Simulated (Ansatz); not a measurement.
Compressing TiH

Method: DFT r2SCAN, scalar-relativistic, plane waves, PAW (Ansatz). Settings: 500 eV cutoff, 18×18×18 k-mesh, Gaussian smearing of 0.10 eV, no spin polarisation.

Starting point, cell and atoms relaxed:

```
CELL_PARAMETERS angstrom
0.00000 2.08697 2.08697
2.08697 0.00000 2.08697
2.08697 2.08697 0.00000
ATOMIC_POSITIONS crystal
Ti 0.00000 0.00000 0.00000
H 0.50000 0.50000 0.50000
```

Cell and atoms are relaxed at each pressure within the symmetry of the start, at zero temperature, so transitions that lower the symmetry aren't seen. The k-mesh given is that at zero pressure and may differ at others. a, b and c are the lengths of the cell vectors above.

```csv
P (GPa),V (Å³/atom),V/V0,a (Å),b (Å),c (Å)
-1,9.15,1.007,2.958,2.958,2.958
0,9.09,1.000,2.951,2.951,2.951
1,9.03,0.993,2.945,2.945,2.945
4,8.86,0.974,2.926,2.926,2.926
12,8.47,0.931,2.882,2.882,2.882
25,7.96,0.876,2.824,2.824,2.824
50,7.27,0.799,2.739,2.739,2.739
90,6.52,0.717,2.642,2.642,2.642
```

Q: What bulk modulus and pressure derivative fit these points?

A: A third-order Birch–Murnaghan fit gives B0 = 148 GPa and B0' = 3.7.